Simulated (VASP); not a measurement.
Here is a VASP 6.6.1 calculation.

Contents of INCAR:

```
PREC = Accurate ; ENCUT = 520
EDIFF = 1E-6 ; ISMEAR = -1
SIGMA = 0.05 ; LREAL = F
LASPH = T ; NELM = 60
ALGO = Fast ; ISIF = 2
LWAVE = F ; LCHARG = F
LDIPOL = T ; IDIPOL = 3
DIPOL = 0.5 0.5 0.500 ; GGA = RP
IBRION = 2 ; NSW = 40
EDIFFG = -0.01
```

File KPOINTS:

```
Automatic mesh
0
Gamma
  8 8 1
```

POSCAR

```
Ru
1.0
    2.7057993342      0.0000000000      0.0000000000
   -1.3528996671      2.3432909610      0.0000000000
    0.0000000000      0.0000000000     25.7047500000
Ru
6
Selective dynamics
Direct
    0.6666666667      0.3333333334      0.2917748665  F F F
    0.3333333333      0.6666666666      0.3750649199  F F F
    0.6666666667      0.3333333334      0.4583549733  F F F
    0.3333333333      0.6666666666      0.5416450267  T T T
    0.6666666667      0.3333333334      0.6249350801  T T T
    0.3333333333      0.6666666666      0.7082251335  T T T
```

Potentials or basis: VASP PAW PBE potentials, release 64 (Ru_pv).

Launch:

```sh
$ cat potpaw_PBE.64/Ru_pv/POTCAR > POTCAR
$ mpirun -np 1 vasp_std > vasp.out
```

Problem. Estimate the energy gained by relaxing.

Solution. 7.0 meV/atom.

Problem. What does it give for the band gap on the k mesh?

Solution. None (metal or under the smearing width).

Step by step:
| step | energy change (eV) | largest force (eV/Å) | pressure (GPa) |
| --- | --- | --- | --- |
| 1 | 0.0000 | 0.8418 | 0.57 |
| 2 | -0.0297 | 0.7818 | 0.90 |
| 3 | -0.0300 | 0.7749 | 0.95 |
| 4 | -0.0339 | 0.7595 | 0.88 |
| 5 | -0.0350 | 0.7458 | 0.84 |
| 6 | -0.0374 | 0.7391 | 0.70 |
| 7 | -0.0414 | 0.7190 | 0.28 |
| 8 | -0.0418 | 0.7112 | 0.12 |
| 9 | -0.0418 | 0.7101 | 0.11 |
| 10 | -0.0418 | 0.7079 | 0.10 |

Caveat: the PAW data sets were made with another functional, which shifts forces and pressure a little.
